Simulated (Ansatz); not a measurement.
## GaN, explained

**The experiment.** The Crystallography Open Database holds a cell as deposited of hexagonal GaN (space group P6_3mc), temperature not stated (2015, doi:10.1039/C5TC00475F): a, c = 3.197, 5.207 Å, 11.52 Å³/atom.

“Studying electronic properties in GaN without electrical contacts using γ-γ vs e−-γ Perturbed Angular Correlations”, 2019, pmc:6823545 quotes, for a bulk crystal of GaN: band gap 3.503 ± 0.005 eV (direct).

The results are compared with them further down.

Computed with Ansatz (plane waves, PAW, 420 eV cutoff): PBE, scalar-relativistic, no spin polarisation, Γ-centred 12×12×8 mesh, 0.05 eV Gaussian smearing. The datasets are Ansatz's generated set soft_2.

The chain of runs began from a cell as deposited in COD, expanded in volume. Of that entry: the entry's cell lengths or inner coordinates differ somewhat from later room-temperature determinations.

The relaxed structure (symmetry read at 0.01 Å). The structure is hexagonal, space group P6_3mc (No. 186). Conventional cell: a = 3.218 Å, b = 3.218 Å, c = 5.243 Å, α = 90.00°, β = 90.00°, γ = 120.00°. Ga (site symmetry 3m) is surrounded by 4 N at 1.97 to 1.98 Å. N (site symmetry 3m) is surrounded by 4 Ga at 1.97 to 1.98 Å. (Neighbours are counted to 15 % beyond the shortest distance.)

**Question.** Should it be a metal or an insulator?

**Answer.** Formal charges Ga³⁺, N³⁻ balance and leave closed shells on every ion, so a band insulator is expected, and the gap is 1.71 eV.

**Question.** What kind of gap is it?

**Answer.** It is direct, 1.71 eV. Within 0.6 eV of the edges the projected states are 91 % N 2p at the top of the valence band and 43 % Ga 4s at the bottom of the conduction band. The conduction edge mixes several shells, so no single label fits the gap.

**Question.** What fixes the bond lengths?

**Answer.** Shannon's ionic radii give a check on the bond lengths: Ga³⁺ with 4 neighbours 0.47 Å + N³⁻ 1.46 Å = 1.93 Å against a computed mean of 1.97 Å. Sums and bonds agree within 3 %, so ion sizes set the bond lengths.

**Question.** How ionic is it?

**Answer.** Bader charges against formal ones: Ga +1.55 (+3), N −1.55 (−3). The cations give up 52 % of the formal charge; Bader charges stay under formal ones because the anions' density reaches into the cations' basins, the more so the higher the formal charge and the softer the anion.

**Question.** How stiff is it, in energy terms?

**Answer.** B0·V0 = 172.3 GPa × 11.76 Å³ = 12.65 eV/atom sets the scale: near the minimum ΔE ≈ ½ B0 V0 x², with x = V/V0 − 1, and a pressure of 1.7 GPa squeezes the volume by about 1 %. At the ends of the curve: x = −4.0 % predicts 10.1 meV/atom and the run gives 10.9; x = +4.0 % predicts 10.1 meV/atom and the run gives 9.4. The lopsidedness is anharmonic: atoms resist being pushed together more than being pulled apart.

All results together:

```
Volume                                                : 11.76 Å³/atom
Band gap                                              : 1.71 eV
Smallest direct gap                                   : 1.71 eV
Bader charges                                         : Ga 1.55; N -1.55 e
Formation energy from the elements (0 K, uncorrected) : -0.44 eV/atom
Bulk modulus (Birch–Murnaghan)                        : 172 GPa
Pressure derivative B0′                               : 4.4
```

**Comparison.** The computed cell (3.218, 5.243 Å, 11.76 Å³/atom) differs from the database's by +2.0 % in volume, about +0.7 % in length. PBE usually overestimates volumes by a few per cent. Against the measured gap of GaN, 3.503 eV (direct; quoted in “Studying electronic properties in GaN without electrical contacts using γ-γ vs e−-γ Perturbed Angular Correlations”, 2019, pmc:6823545), the calculated 1.71 eV is off by -1.79 eV. So large a miss can be the level of theory's own, or it may mean another phase, state or a wrong row. Kohn–Sham gaps of semilocal functionals mostly fall below measured ones. Temperature and excitons aren't in the calculation.

Kohn–Sham gaps of semilocal functionals lie under measured ones, often by a third or more.
